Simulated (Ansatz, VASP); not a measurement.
**One calculation of Bi, two programs**

File INCAR:

```
SYSTEM = Bi
ALGO = Normal ; EDIFF = 1E-6
ENCUT = 520 ; GGA = PE
ISIF = 2 ; ISMEAR = 0
IVDW = 12 ; LASPH = .True.
LCHARG = .True. ; LELF = .True.
LREAL = .False. ; LVHAR = .True.
LWAVE = .False. ; NBANDS = 14
NELM = 100 ; PREC = Accurate
SIGMA = 0.1
```

The input KPOINTS:

```
k-points
0
Gamma
  16 16 16
  0 0 0
```

POSCAR

```
Bi
1.0
   -1.9788709222      1.9788709222      1.9788709222
    1.9788709222     -1.9788709222      1.9788709222
    1.9788709222      1.9788709222     -1.9788709222
Bi
1
Direct
    0.0000000000      0.0000000000      0.0000000000
```

Input for Ansatz:

```yaml
crystal:
  lattice:
    - [-1.9788709222, 1.9788709222, 1.9788709222]
    - [1.9788709222, -1.9788709222, 1.9788709222]
    - [1.9788709222, 1.9788709222, -1.9788709222]
  atoms:
    - { symbol: Bi, position: [0.0, 0.0, 0.0] }
basis:
  ecutwfc: 420
kpoints:
  mp_grid: { grid: [16, 16, 16] }
hamiltonian:
  xc: pbe
  dispersion: d3bj
scf:
  occupations: { method: gaussian, width: 0.1 }
output:
  forces: true
  stress: true
  eigenvalues: true
```

Alike in both runs: task single point; functional PBE; dispersion D3(BJ); k mesh 16 × 16 × 16; occupations gaussian, width 0.1 eV; no spin polarisation.

```csv
,VASP,Ansatz
version,VASP 6.6.1,Ansatz 0.2.0
potentials or method,"VASP PAW PBE potentials, release 64 (Bi_d)","scalar-relativistic, plane waves, PAW"
plane-wave cutoff (eV),520,420
valence electrons in the cell,15,15
```

|  | VASP | Ansatz | Ansatz less VASP |
| --- | --- | --- | --- |
| gap on the k mesh at the Fermi level (eV) | none | none | - |
| pressure (GPa) | -1.6 | -1.6 | +0.04 |

A gap of «none» marks a metal or a gap that the smearing closes.

Caveats: spin-orbit coupling is left out, which moves the levels of the heavy elements; pairwise dispersion overbinds metals, which lowers pressure and volume.
